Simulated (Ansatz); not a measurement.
## Pressure coefficients of Co

```cif
data_structure
_symmetry_space_group_name_H-M 'Fm-3m'
_symmetry_Int_Tables_number 225
_cell_length_a 3.5133
_cell_length_b 3.5133
_cell_length_c 3.5133
_cell_angle_alpha 90.000
_cell_angle_beta 90.000
_cell_angle_gamma 90.000
_cell_volume 43.37
loop_
_atom_site_label
_atom_site_type_symbol
_atom_site_symmetry_multiplicity
_atom_site_Wyckoff_symbol
_atom_site_fract_x
_atom_site_fract_y
_atom_site_fract_z
_atom_site_occupancy
Co1 Co 4 a 0.00000 0.00000 0.00000 1
```

The runs use the primitive cell with vectors (0.000, 1.757, 1.757), (1.757, 0.000, 1.757), (1.757, 1.757, 0.000) Å, to which the k mesh refers.

Symmetry: Fm-3m, No. 225, cubic system. The conventional cell has a = 3.513 Å, b = 3.513 Å, c = 3.513 Å, α = 90.00°, β = 90.00°, γ = 90.00°. Co (site symmetry m-3m) is surrounded by 12 Co at 2.48 Å.

The cell is the one relaxed in the Materials Project (mp-102), not relaxed further here; entries there can be hypothetical.

These are results of DFT, PBE, all-electron LAPW, scalar-relativistic in Ansatz 0.2.0, not measurements.

Settings: a Γ-centred 18×18×18 k mesh, Fermi–Dirac smearing of 0.05 eV, basis error target 1 meV/atom, spin-polarised from start moments Co 2 μB.

The cell is scaled evenly with fractional coordinates held.

```tsv
V/V(cell)	P (GPa)	cell moment (μB)
0.9500	13.93	1.611
0.9750	6.99	1.621
1.0000	1.01	1.631
1.0250	-4.01	1.650
```

(1) From the rows at 0.9750 and 1.0250, what is the bulk modulus at the cell's volume?

(2) How does the moment scale with volume?

(3) Predict the row at V/V(cell) = 1.0500. How far is a linear estimate of P off?

Answers

(1) B = −ΔP/Δln V = −[(-4.01) − (6.99)]/0.05001 = 220.0 GPa.

(2) dln M/dln V = ln(1.650/1.621)/0.05001 = 0.4: expansion raises it.

(3) P = -8.14 GPa, moment 1.680 μB. The linear estimate P(cell) − B ln(V/V(cell)) = -9.72 GPa misses by 1.58 GPa, since the modulus falls on expansion.
